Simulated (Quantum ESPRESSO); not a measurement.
A calculation with Quantum ESPRESSO 7.5 of MoS2 (native input, structure typed inline):

pw.in

```
&CONTROL
  calculation = 'scf'
  prefix = 'pwscf'
  outdir = './tmp'
  pseudo_dir = './pseudo'
  tprnfor = .true.
  tstress = .true.
  disk_io = 'nowf'
/
&SYSTEM
  ibrav = 0
  nat = 3
  ntyp = 2
  ecutwfc = 60
  ecutrho = 440
  nbnd = 20
  occupations = 'smearing'
  smearing = 'fd'
  degauss = 0.00367493
/
&ELECTRONS
  conv_thr = 6d-10
  electron_maxstep = 120
  mixing_beta = 0.5
/
ATOMIC_SPECIES
Mo    95.9500 Mo_ONCV_PBE-1.0.oncvpsp.upf
S     32.0600 s_pbe_v1.4.uspp.F.UPF
CELL_PARAMETERS angstrom
   3.2274645616    0.0000000000    0.0000000000
  -1.6137322808    2.7950663001    0.0000000000
   0.0000000000    0.0000000000    6.3124734200
ATOMIC_POSITIONS crystal
Mo     0.0000000000    0.0000000000    0.5000000000
S      0.6666666667    0.3333333333    0.7446806800
S      0.3333333333    0.6666666667    0.2553193200
K_POINTS automatic
9 9 4 0 0 0
```

Potentials or basis: SSSP 1.3 efficiency PBE.

Launch:

```bash
$ OMP_NUM_THREADS=1 pw.x -in pw.in > pw.out
```

Measurements of this composition are mostly on another form, of space group No. 194.

Write the same calculation in another form: ASE script, structure typed inline.

As run:

Contents of run.py:

```python
import numpy as np
from ase.calculators.espresso import Espresso, EspressoProfile
from ase import Atoms

atoms = Atoms(['Mo', 'S', 'S'],
              cell=[[3.2274645616, 0.0, 0.0], [-1.6137322808, 2.7950663001, 0.0], [0.0, 0.0, 6.31247342]],
              scaled_positions=[[0.0, 0.0, 0.5], [0.6666666667, 0.3333333333, 0.74468068], [0.3333333333, 0.6666666667, 0.25531932]],
              pbc=True)

input_data = {
    'control': {'calculation': 'scf', 'prefix': 'pwscf', 'outdir': './tmp', 'tprnfor': True, 'tstress': True, 'disk_io': 'nowf'},
    'system': {'ecutwfc': 60.0, 'ecutrho': 440.0, 'nbnd': 20, 'occupations': 'smearing', 'smearing': 'fd', 'degauss': 0.00367493},
    'electrons': {'conv_thr': 6e-10, 'electron_maxstep': 120, 'mixing_beta': 0.5},
}
pseudopotentials = {'S': 's_pbe_v1.4.uspp.F.UPF', 'Mo': 'Mo_ONCV_PBE-1.0.oncvpsp.upf'}
profile = EspressoProfile(command='pw.x', pseudo_dir='pseudo')
dft = Espresso(profile=profile, input_data=input_data, pseudopotentials=pseudopotentials, kpts=(9, 9, 4), koffset=(0, 0, 0))
atoms.calc = dft

print(f'energy {atoms.get_potential_energy():.8f} eV')
print('forces (eV/A)')
print(np.round(atoms.get_forces(), 6))
print('stress (eV/A^3, Voigt)')
print(np.round(atoms.get_stress(), 8))
print(f'Fermi level {dft.get_fermi_level():.4f} eV')
```

Potentials or basis: SSSP 1.3 efficiency PBE.

Command:

```sh
$ OMP_NUM_THREADS=1 python run.py
```

Both were run:

|  | native input, structure typed inline | ASE script, structure typed inline |
| --- | --- | --- |
| Pressure | 1.0 GPa | 1.0 GPa |
| Largest force | 0.291 eV/Å | 0.291 eV/Å |
| Band gap on the k mesh | none (metal or under the smearing width) | none (metal or under the smearing width) |

Keys that steer only the numerical path or the files written may differ.

Caveat: this functional lacks dispersion, which binds the layers, so the pressure and a relaxed spacing across them are unreliable.
